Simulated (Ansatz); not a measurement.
WS2:

```
CELL_PARAMETERS angstrom
1.57900 0.91164 6.16333
-1.57900 0.91164 6.16333
0.00000 -1.82327 6.16333
ATOMIC_POSITIONS crystal
W 0.00000 0.00000 0.00000
S 0.58100 0.58100 0.58100
S 0.75030 0.75030 0.75030
```

Measurements of this composition are mostly on another form, of space group No. 194.

```yaml
Program: Ansatz 0.2.0
Task: single point
Functional: PBEsol
Potentials_or_basis: Ansatz PAW
Cutoff: "420 eV (not typed: the program's choice for these potentials)"
k_mesh: 10 × 10 × 10
Occupations: fermi-dirac, width 0.05 eV
Spin: no spin polarisation
```

On this cell: pressure -0.6 GPa; largest force 0.599 eV/Å; band gap on the k mesh 1.01 eV, indirect (least direct gap 2.23 eV).

The same run follows on a disturbed copy (atoms moved at random, drawn with an rms of 0.05 Å):

```
W S
1.0
     1.57900    0.91164    6.16333
    -1.57900    0.91164    6.16333
     0.00000   -1.82327    6.16333
W S
1 2
Direct
  0.98702 0.01091 0.00837
  0.58570 0.58146 0.57252
  0.74750 0.73998 0.77082
```

Problem. What does the disturbed cell give?

Solution. The energy moves by +28.4 meV/atom; pressure -3.6 GPa; largest force 1.654 eV/Å; band gap on the k mesh 0.93 eV, indirect (least direct gap 2.06 eV).

Forces on the atoms (eV/Å):
```
W    0.953 -0.012 -1.352
S   -0.380 -0.326  1.318
S   -0.573  0.338  0.034
```

Stress tensor (GPa, compression positive):
```
-2.65 -0.86 -0.78
-0.86 -2.91  3.02
-0.78  3.02 -5.34
```

Caveats: spin-orbit coupling is left out, which moves the levels of the heavy elements; the PAW data sets come from PBE, with cores solved anew for the run's functional, which leaves a small shift of forces and pressure.

A k mesh can miss the band edges.
